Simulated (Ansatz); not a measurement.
**Honeycomb AsN monolayer in a perpendicular field**

Aim: how the honeycomb AsN monolayer screens a field along its normal, and what the field does to its bands. A positive field points along +c.

Program: Ansatz 0.2.0. Level of theory: plane-wave DFT, PBE-D3(BJ), Ansatz PAW. Results are calculated unless marked as measured.

### 1. The starting structure

The cell holds 2 atoms: 1 N and 1 As. Its edges and angles: a = 2.980 Å, b = 2.980 Å, c = 32.970 Å, α = 90.0°, β = 90.0°, γ = 120.0°. Vacuum lies along c.

### 2. Relaxation

The starting cell is a guess, so the in-plane lattice and the atoms are relaxed first, with the slab cut off from its images along the normal.

The input, input.yaml:

```yaml
crystal:
  lattice:
    - [2.98, 0.0, 0.0]
    - [-1.49, 2.5807557033, 0.0]
    - [0.0, 0.0, 32.9699999985]
  atoms:
    - { symbol: "N", position: [0.6666666667, 0.3333333333, 0.4852896573] }
    - { symbol: As, position: [0.3333333333, 0.6666666667, 0.5147103427] }
  periodic: [true, true, false]
kpoints:
  mp_grid: { grid: [12, 12, 1] }
hamiltonian:
  xc: pbe
  dispersion: d3bj
scf:
  occupations: { method: fermi_dirac, width: 0.05 }
  convergence: { dr2_threshold: 1.0e-09 }
relax:
  f_tol: 0.004
  max_steps: 90
  cell: {}
output:
  write_potential: true
  write_density: true
  volumetric_format: npy
```

The run is started by

```console
> ansatz run input.yaml --threads 2 --pin off --max-ram 3072MiB --backend cpu --events-out ev --progress --plain --runs-dir out
```

Numbers of over 12 decimals in the logs are rounded to 6 here.

The log of the run:

```text
Warning: relax.cell: scf.convergence.dr2_threshold = 1e-9 eV is looser than the 1.66194535762e-10 eV advised for a relaxation that steers and ends on the stress (1e-10 eV for each atom of the cell: 2, times the square of relax.cell.stress_2d_tol = 0.05 N/m over 11.0 Å (the atoms' height at the walk's start and 5 Å past either face), 4.558e-2 GPa, over a crystal's default 0.05). What an SCF threshold leaves in a stress goes as its square root, and in the free energy as the threshold itself, and one threshold admits the most on a small cell: [figures from the program's tests cut] Set scf.convergence.dr2_threshold to 1.66194535762e-10 eV or tighter. [rest of the remark cut]
Engine: ansatz 0.2.0, x86_64-unknown-linux-gnu
Pseudopotentials: kind: paw
Pseudopotential: N, paw, valence charge 5, recommended cutoff 420 eV (normal), N.paw.azcp
Pseudopotential: As, paw, valence charge 15, recommended cutoff 420 eV (normal), As.paw.azcp
Functional definition: PBE
  parameter kappa = 0.804
  parameter beta = 0.066725
  exchange = pbe_x(kappa = kappa, mu = beta*pi^2/3)
  correlation = pbe_c(beta = beta)
Crystal: 2 atoms, lattice volume = 253.561 Å³
Basis set: ecut = 420 eV, 4827 PW (Γ), exchange–correlation on 40×40×450 points (8 copies of the dense FFT grid, shifted against one another)
Bands: 14, of which v1, the nominal top of the filled ones, is band 10 counted from 1 (9 counted from 0)
Symmetry: 6 space group operations
Space group: P3m1 (ITA 156), of the structure as read, at distance tolerance 6.3e-5 Å
k-points: 19 of 144 (time reversal used)
Non-local potential: N, projectors of the file, l = 0: 2, l = 1: 2, l = 2: 1
Non-local potential: As, projectors of the file, l = 0: 2, l = 1: 2, l = 2: 3, l = 3: 1
PAW form: soft (Blöchl's): semilocal exchange-correlation on the pseudo side does not see the compensation charge
PAW one-centre angular grid: N, 110 points (default); XC on 64 Gauss nodes
PAW one-centre angular grid: As, 590 points (default); XC on 64 Gauss nodes
Initial density: superposition of atomic densities (neutral atoms: chi_scale 0, normalization atom), corrected by the library's trained network
Initial wavefunctions: pseudopotential atomic-orbital guess
Functional: x = pbe(κ = 0.804, μ = 0.219515), c = pbe(β = 0.066725)
SCF iter   1: F=—  HF=-5239.143383 eV  |F-HF|=—  |Δ(HF+E_count)|=         —  Δρ=2.06e-3  dr2=1.14e-2  ethr=1.77e-3  ⟨swp⟩=10.6  Hψ=2210  notcnv=0
preconditioner: auto → Resta (q_TF=auto, 1.787 Å⁻¹)  ε∞=1.4  [insulator: Δε(μ)=2.064 eV  Ē_g=12.201 eV  σ=0.050 eV  W_gap=1.00  n_scr=18 (ndim 8)  ℏωp=7.4 eV  f_vac=0.850  D(μ)=0.00/eV (n_scr^D=0)  ε∞_Penn≈1.4  vacuum switching on, ρ_ref=1.1e-2 e/Å³]
SCF iter   2: F=—  HF=-5239.142782 eV  |F-HF|=—  |Δ(HF+E_count)|=   6.01e-4  Δρ=9.33e-4  dr2=3.42e-3  ethr=5.70e-5  ⟨swp⟩=4.1  Hψ=838  notcnv=0
SCF iter   3: F=—  HF=-5239.143994 eV  |F-HF|=—  |Δ(HF+E_count)|=   1.21e-3  Δρ=9.78e-4  dr2=6.87e-3  ethr=1.71e-5  ⟨swp⟩=3.1  Hψ=446  notcnv=0
SCF iter   4: F=—  HF=-5239.143222 eV  |F-HF|=—  |Δ(HF+E_count)|=   7.72e-4  Δρ=2.17e-4  dr2=1.24e-4  ethr=1.71e-5  ⟨swp⟩=2.3  Hψ=383  notcnv=0
SCF iter   5: F=—  HF=-5239.143353 eV  |F-HF|=—  |Δ(HF+E_count)|=   1.31e-4  Δρ=7.42e-5  dr2=1.10e-5  ethr=6.18e-7  ⟨swp⟩=3.0  Hψ=512  notcnv=0
SCF iter   6: F=—  HF=-5239.143357 eV  |F-HF|=—  |Δ(HF+E_count)|=   4.09e-6  Δρ=1.92e-5  dr2=7.06e-7  ethr=5.52e-8  ⟨swp⟩=3.2  Hψ=435  notcnv=0
SCF iter   7: F=—  HF=-5239.143349 eV  |F-HF|=—  |Δ(HF+E_count)|=   8.76e-6  Δρ=3.09e-6  dr2=3.29e-8  ethr=3.53e-9  ⟨swp⟩=3.6  Hψ=582  notcnv=0
SCF iter   8: F=—  HF=-5239.143349 eV  |F-HF|=—  |Δ(HF+E_count)|=   4.91e-9  Δρ=1.19e-6  dr2=2.33e-9  ethr=1.65e-10  ⟨swp⟩=2.9  Hψ=507  notcnv=0
SCF iter   9: F=-5239.143349 eV  HF=-5239.143349 eV  |F-HF|=5.18e-11  |Δ(HF+E_count)|=   1.67e-8  Δρ=1.96e-7  dr2=1.45e-10  ethr=5.00e-12  ⟨swp⟩=12.2  Hψ=1837  notcnv=0
SCF 1 converged in 9 iterations: F = -5239.143349 eV  dr2 = 1.45e-10
  greatest PAW one-centre occupation: 0.999 electrons in one spin orbital (limit 2), on the As atom at site 1 (counted from 0), in its partial waves of l = 2
relax step   1: F+E_penalty+E_count = -5239.14334876 eV  Δ(F+E_penalty+E_count) = +0.000e0 eV  max|allowed force component| = 3.801e-1 eV/Å  Δτ_max = 0.0000 Å  P = -1.518 N/m  Ω = 253.561 Å³  fix = [c, alpha, beta]  reactions: c -0.000 N/m  (9 SCF iters, accepted)
Crystal: 2 atoms, lattice volume = 251.432 Å³
Basis set: ecut = 420 eV, 4803 PW (Γ), exchange–correlation on 40×40×450 points (8 copies of the dense FFT grid, shifted against one another)
Initial density: handed on by an earlier stage of this run
Initial wavefunctions: those handed on with the density
iter 1 solved again at ethr=1.33e-5 eV; its pass at ethr=3.10e-3 eV (dr2=2.65e-3 eV) is discarded
SCF iter   1: F=—  HF=-5239.151798 eV  |F-HF|=—  |Δ(HF+E_count)|=         —  Δρ=1.00e-3  dr2=2.52e-3  ethr=1.33e-5  ⟨swp⟩=2.8  Hψ=1915  notcnv=0
preconditioner: auto → Resta (q_TF=auto, 1.789 Å⁻¹)  ε∞=1.4  [insulator: Δε(μ)=2.030 eV  Ē_g=12.370 eV  σ=0.050 eV  W_gap=1.00  n_scr=18 (ndim 8)  ℏωp=7.4 eV  f_vac=0.847  D(μ)=0.00/eV (n_scr^D=0)  ε∞_Penn≈1.4  vacuum switching on, ρ_ref=1.1e-2 e/Å³]
SCF iter   2: F=—  HF=-5239.151757 eV  |F-HF|=—  |Δ(HF+E_count)|=   4.12e-5  Δρ=7.80e-4  dr2=4.10e-3  ethr=1.26e-5  ⟨swp⟩=2.8  Hψ=448  notcnv=0
SCF iter   3: F=—  HF=-5239.151210 eV  |F-HF|=—  |Δ(HF+E_count)|=   5.46e-4  Δρ=2.50e-4  dr2=2.22e-4  ethr=1.26e-5  ⟨swp⟩=2.7  Hψ=372  notcnv=0
SCF iter   4: F=—  HF=-5239.151190 eV  |F-HF|=—  |Δ(HF+E_count)|=   2.07e-5  Δρ=8.25e-5  dr2=1.27e-5  ethr=1.11e-6  ⟨swp⟩=2.6  Hψ=371  notcnv=0
SCF iter   5: F=—  HF=-5239.151189 eV  |F-HF|=—  |Δ(HF+E_count)|=   6.57e-7  Δρ=1.98e-5  dr2=5.88e-7  ethr=6.36e-8  ⟨swp⟩=3.4  Hψ=497  notcnv=0
SCF iter   6: F=—  HF=-5239.151182 eV  |F-HF|=—  |Δ(HF+E_count)|=   7.10e-6  Δρ=4.82e-6  dr2=3.13e-8  ethr=2.94e-9  ⟨swp⟩=3.2  Hψ=464  notcnv=0
SCF iter   7: F=—  HF=-5239.151182 eV  |F-HF|=—  |Δ(HF+E_count)|=   1.07e-9  Δρ=1.32e-6  dr2=2.36e-9  ethr=1.57e-10  ⟨swp⟩=2.8  Hψ=540  notcnv=0
SCF iter   8: F=-5239.151182 eV  HF=-5239.151182 eV  |F-HF|=1.44e-10  |Δ(HF+E_count)|=  2.55e-10  Δρ=1.53e-7  dr2=5.82e-11  ethr=5.00e-12  ⟨swp⟩=11.5  Hψ=1776  notcnv=0
SCF 2 converged in 8 iterations: F = -5239.151182 eV  dr2 = 5.82e-11
relax step   2: F+E_penalty+E_count = -5239.15118191 eV  Δ(F+E_penalty+E_count) = -7.833e-3 eV  max|allowed force component| = 1.888e-1 eV/Å  Δτ_max = 0.0045 Å  P = -0.845 N/m  Ω = 251.432 Å³  energy of the carried Pulay correction = +4.779e-4 eV  fix = [c, alpha, beta]  reactions: c -0.000 N/m  (8 SCF iters, accepted)
Crystal: 2 atoms, lattice volume = 248.503 Å³
Basis set: ecut = 420 eV, 4791 PW (Γ), exchange–correlation on 40×40×450 points (8 copies of the dense FFT grid, shifted against one another)
iter 1 solved again at ethr=1.71e-5 eV; its pass at ethr=3.10e-3 eV (dr2=3.43e-3 eV) is discarded
SCF iter   1: F=—  HF=-5239.155397 eV  |F-HF|=—  |Δ(HF+E_count)|=         —  Δρ=1.11e-3  dr2=3.28e-3  ethr=1.71e-5  ⟨swp⟩=3.7  Hψ=2074  notcnv=0
preconditioner: auto → Resta (q_TF=auto, 1.793 Å⁻¹)  ε∞=1.4  [insulator: Δε(μ)=2.044 eV  Ē_g=12.511 eV  σ=0.050 eV  W_gap=1.00  n_scr=18 (ndim 8)  ℏωp=7.4 eV  f_vac=0.847  D(μ)=0.00/eV (n_scr^D=0)  ε∞_Penn≈1.4  vacuum switching on, ρ_ref=1.1e-2 e/Å³]
SCF iter   2: F=—  HF=-5239.155525 eV  |F-HF|=—  |Δ(HF+E_count)|=   1.29e-4  Δρ=9.49e-4  dr2=5.93e-3  ethr=1.64e-5  ⟨swp⟩=2.3  Hψ=434  notcnv=0
SCF iter   3: F=—  HF=-5239.154705 eV  |F-HF|=—  |Δ(HF+E_count)|=   8.20e-4  Δρ=2.32e-4  dr2=1.57e-4  ethr=1.64e-5  ⟨swp⟩=2.9  Hψ=418  notcnv=0
SCF iter   4: F=—  HF=-5239.154687 eV  |F-HF|=—  |Δ(HF+E_count)|=   1.76e-5  Δρ=7.81e-5  dr2=9.09e-6  ethr=7.86e-7  ⟨swp⟩=3.1  Hψ=453  notcnv=0
SCF iter   5: F=—  HF=-5239.154690 eV  |F-HF|=—  |Δ(HF+E_count)|=   3.37e-6  Δρ=1.55e-5  dr2=3.39e-7  ethr=4.54e-8  ⟨swp⟩=2.9  Hψ=432  notcnv=0
SCF iter   6: F=—  HF=-5239.154682 eV  |F-HF|=—  |Δ(HF+E_count)|=   8.13e-6  Δρ=5.01e-6  dr2=3.04e-8  ethr=1.69e-9  ⟨swp⟩=3.3  Hψ=535  notcnv=0
SCF iter   7: F=—  HF=-5239.154682 eV  |F-HF|=—  |Δ(HF+E_count)|=   5.80e-9  Δρ=7.89e-7  dr2=1.31e-9  ethr=1.52e-10  ⟨swp⟩=3.7  Hψ=580  notcnv=0
SCF iter   8: F=-5239.154682 eV  HF=-5239.154682 eV  |F-HF|=7.28e-11  |Δ(HF+E_count)|=   1.29e-9  Δρ=1.90e-7  dr2=4.37e-11  ethr=5.00e-12  ⟨swp⟩=11.5  Hψ=1793  notcnv=0
SCF 3 converged in 8 iterations: F = -5239.154682 eV  dr2 = 4.37e-11
relax step   3: F+E_penalty+E_count = -5239.15468229 eV  Δ(F+E_penalty+E_count) = -3.500e-3 eV  max|allowed force component| = 2.384e-3 eV/Å  Δτ_max = 0.0035 Å  P = +0.075 N/m  Ω = 248.503 Å³  energy of the carried Pulay correction = +1.142e-3 eV  fix = [c, alpha, beta]  reactions: c +0.000 N/m  (8 SCF iters, accepted)
[...]
relax step   4: F+E_penalty+E_count = -5239.15462678 eV  Δ(F+E_penalty+E_count) = +5.551e-5 eV  max|allowed force component| = 4.567e-3 eV/Å  Δτ_max = 0.0005 Å  P = -0.008 N/m  Ω = 248.835 Å³  energy of the carried Pulay correction = +1.067e-3 eV  fix = [c, alpha, beta]  reactions: c -0.000 N/m  (5 SCF iters, accepted)
[...]
relax step   5: F+E_penalty+E_count = -5239.15463737 eV  Δ(F+E_penalty+E_count) = -1.059e-5 eV  max|allowed force component| = 2.381e-5 eV/Å  Δτ_max = 0.0002 Å  P = -0.001 N/m  Ω = 248.793 Å³  energy of the carried Pulay correction = +1.076e-3 eV  fix = [c, alpha, beta]  reactions: c -0.000 N/m  (5 SCF iters, accepted)
Initial wavefunctions: pseudopotential atomic-orbital guess (no wavefunctions were taken with the density)
iter 1 solved again at ethr=5.43e-7 eV; its pass at ethr=3.10e-3 eV (dr2=1.09e-4 eV) is discarded
SCF iter   1: F=—  HF=-5239.153674 eV  |F-HF|=—  |Δ(HF+E_count)|=         —  Δρ=2.80e-5  dr2=3.34e-7  ethr=5.43e-7  ⟨swp⟩=5.6  Hψ=3365  notcnv=0
preconditioner: auto → Resta (q_TF=auto, 1.792 Å⁻¹)  ε∞=1.4  [insulator: Δε(μ)=2.029 eV  Ē_g=12.496 eV  σ=0.050 eV  W_gap=1.00  n_scr=18 (ndim 8)  ℏωp=7.4 eV  f_vac=0.847  D(μ)=0.00/eV (n_scr^D=0)  ε∞_Penn≈1.4  vacuum switching on, ρ_ref=1.1e-2 e/Å³]
SCF iter   2: F=—  HF=-5239.153663 eV  |F-HF|=—  |Δ(HF+E_count)|=   1.09e-5  Δρ=1.54e-5  dr2=4.64e-7  ethr=1.67e-9  ⟨swp⟩=3.9  Hψ=596  notcnv=0
SCF iter   3: F=—  HF=-5239.153664 eV  |F-HF|=—  |Δ(HF+E_count)|=   1.33e-7  Δρ=1.13e-5  dr2=4.08e-7  ethr=1.67e-9  ⟨swp⟩=2.7  Hψ=373  notcnv=0
SCF iter   4: F=—  HF=-5239.153664 eV  |F-HF|=—  |Δ(HF+E_count)|=   2.53e-8  Δρ=2.49e-6  dr2=2.64e-9  ethr=1.67e-9  ⟨swp⟩=2.3  Hψ=320  notcnv=0
SCF iter   5: F=-5239.153664 eV  HF=-5239.153664 eV  |F-HF|=3.64e-11  |Δ(HF+E_count)|=   9.25e-9  Δρ=5.31e-7  dr2=2.43e-10  ethr=5.00e-12  ⟨swp⟩=16.3  Hψ=2335  notcnv=0
SCF 6 converged in 5 iterations: F = -5239.153664 eV  dr2 = 2.43e-10
relax step   6: F+E_penalty+E_count = -5239.15366358 eV  Δ(F+E_penalty+E_count) = +9.738e-4 eV  max|allowed force component| = 3.026e-5 eV/Å  Δτ_max = 0.0000 Å  P = -0.026 N/m  Ω = 248.793 Å³  fix = [c, alpha, beta]  reactions: c -0.000 N/m  stress off target by 2.60e-2 N/m on what of the cell is left free  SCF on the basis re-selected at this cell (its energy is not comparable with the rows above)  (5 SCF iters)
basis re-selected at this cell: Δ(F+E_penalty+E_count) = +9.738e-4 eV, ΔP = -0.025 N/m vs the last step (what re-selecting the basis moved, of the pressure what is left beyond the Pulay correction that the steps carried, after the strain that the cell walked since its last selection, with what the two solves' SCF thresholds leave and, on support functions, any second-order correction that the steps lacked; it is no m [...]
WARN: The output density's exchange-correlation potential varies sharply where the density is thin. Do not read a vacuum level from v_tot or v_xc, or from such a field of the output density. On a cell that repeats whose density bears no net charge and no dipole along the vacuum's axis use v_es (v_loc + v_h of the components); under efield.dipole_correction with no amplitude use v_es + v_field, which holds any externa [...]
SCF converged after 5 iterations
Free energy (F): -5239.153664 eV
Harris-Foulkes:  -5239.153664 eV  (|F-HF|=3.64e-11)
Internal energy: -5239.153664 eV  (E = F + TS)
E sigma→0 (E₀):  -5239.153664 eV
Fermi energy:    -5.621417 eV
--- Per-component energies (eV) ---
  E_band       = -554.802916
  E_kinetic    = 230.277578
  E_local      = -37768.493338  (includes V_loc(G=0)·N_el)
  E_nonlocal   = -622.950516
  E_hartree    = 18774.221611
  E_xc         = -138.382510
  E_vxc        = -154.346790  (∫ρ·V_xc dr)
  E_paw        = -1962.650682  (= ΣΔE_a)
  E_vpaw       = 212.267143  (= ΣTr[D̂ρ^β])
  E_aug_tail   = 0.000094  (compensation charges beyond the density's cutoff)
  E_ewald      = 16249.119061
  E_disp       = -0.294962  (pairwise vdW)
  E_smearing   = -0.000000  (= −TS)
  E_closure    = 0.000000  (closes the sum)
  Σ components = -5239.153664   (vs F -5239.153664, Δ=0.00e0)
--- Forces (eV/Å), atoms counted from 1 ---
  atom   1  N      0.00000000     0.00000000     0.00002992
  atom   2  As     0.00000000     0.00000000    -0.00003060
  max |Σ_I F_I| component: 6.75e-7 eV/Å
--- 2D stress c σ (N/m, compression-positive) ---
       -0.026044      -0.000000      -0.000000
       -0.000000      -0.026044      -0.000000
       -0.000000      -0.000000      -0.000000
  P = ½ c Tr σ = -0.0260 N/m
--- Band table (eV; the first three rows and the last of 19) ---
  k-point 0: bands = [... 6 lower, -14.3502, -8.1465, -8.1465, -7.0725, -3.9335, -1.2337 (-1.2351°), -0.6090, -0.1158]
  k-point 1: bands = [... 6 lower, -14.2855, -8.8959, -8.3089, -6.9611, -3.4183, -1.0717 (-1.0730°), -0.6342, -0.4391]
  k-point 2: bands = [... 6 lower, -14.1747, -10.2778, -8.7144, -6.7955, -2.8385, -1.4631 (-1.4631°), -0.4687, 0.0509]
  k-point 18: bands = [... 6 lower, -16.9083, -13.2142, -9.0256, -7.9515, -3.9187, -1.3507, 1.1631, 4.8413]
  ° read free of the cell's end (the report's vacuum.weakly_bound_levels)
--- Relaxed structure (5 steps of the walk, 5 accepted, 1 SCFs on fresh bases) ---
  F+E_penalty+E_count = -5239.15366358 eV   max|allowed force component| = 3.026e-5 eV/Å   (the final SCF, on the basis selected at the relaxed cell)
  cell:  # Å, volume = 248.7929 Å³
    - [2.951850, 0.0, 0]
    - [-1.475925, 2.556377, 0]
    - [0, 0, 32.9699999985]
  atoms:
    - { symbol: N, position: [0.666667, 0.333333, 0.485542] }
    - { symbol: As, position: [0.333333, 0.666667, 0.514458] }
```

Elapsed: 7 s, on 2 threads of AMD EPYC 9R45, shared host; peak memory 0.52 GiB.

Relaxation path:

```
step  energy less that of the first step (eV)  largest force component (eV/Å)  volume (Å³)
   1                                   0.0000                          0.3801       253.56
   2                                  -0.0078                          0.1888       251.43
   3                                  -0.0113                          0.0024       248.50
   4                                  -0.0113                          0.0046       248.83
   5                                  -0.0113                          0.0000       248.79
  6*                                  -0.0103                          0.0000       248.79
```

Relaxation steps marked * repeat the geometry before them on a plane-wave basis chosen anew for their cell, so energy and pressure can jump there.

The run keeps the 6 symmetry operations that it works with, so distortions that break them were not tested.

```
cell as run  before  after  change
      a (Å)   2.980  2.952  -0.9 %
      b (Å)   2.980  2.952  -0.9 %
```

Final coordinates:

```
N As
1.0
     2.95185    0.00000    0.00000
    -1.47592    2.55638    0.00000
     0.00000    0.00000   32.97000
N As
1 1
Cartesian
  1.4759 0.8521 16.0083
  0.0000 1.7043 16.9617
```

This step gave:

```yaml
gap_on_the_k_mesh: 2.029 eV
```

The lattice constant a goes from 2.980 to 2.952 Å.

(Continued in part 2 of 3.)

[Logs are printed without paths, hosts, clocks, repeated set-up lines and the standing remarks that a program may print on its own settings, such as how far it seeks lower states.]

[Hosts, paths, dates, database ids (printed as entryN), source tags and the programs' standing remarks are cut or masked in the printed files.]

[Maps of the electrostatic potential energy from Ansatz leave out the sawtooth potential of an applied field or a dipole correction, so their vacuum need not be flat; planar profiles and work functions include it.]
